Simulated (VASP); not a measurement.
LiCl: single point with PBEsol

The system is LiCl.

```
Li Cl
1.0
     3.27112    0.00000    0.00000
     0.00000    3.27112    0.00000
     0.00000    0.00000    3.27112
Li Cl
1 1
Direct
  0.00000 0.00000 0.00000
  0.50000 0.50000 0.50000
```

The cell was built by a generator and needn't be a form met in nature.

* Program: VASP 6.6.1
* Task: single point
* Functional: PBEsol
* Potentials or basis: VASP PAW PBE potentials, release 64 (Li_sv, Cl)
* Cutoff: 520 eV
* k mesh: 6 × 6 × 6
* Occupations: gaussian, width 0.01 eV
* Spin: no spin polarisation

- Band gap on the k mesh: 4.28 eV, indirect (least direct gap 5.09 eV)

Levels at points of the mesh, in eV from the valence-band top:
```csv
k point,band 3,band 4,band 5,band 6,band 7,band 8
"(0.00, 0.00, 0.00)",-0.83,-0.83,-0.83,4.28,8.52,8.52
"(0.50, 0.00, 0.00)",-4.02,-0.35,-0.35,5.70,9.41,10.16
"(0.50, 0.50, 0.00)",-3.39,-3.39,0.00,5.09,9.71,9.71
"(0.50, 0.50, 0.50)",-2.52,-2.52,-2.52,5.05,5.05,5.05
```

Run time: 2.3 s on 1 thread of Intel(R) Xeon(R) 6975P-C (Granite Rapids) (shared host), peak memory 0.13 GiB.

 PBEsol gaps usually lie below the measured ones, often by a third to a half.
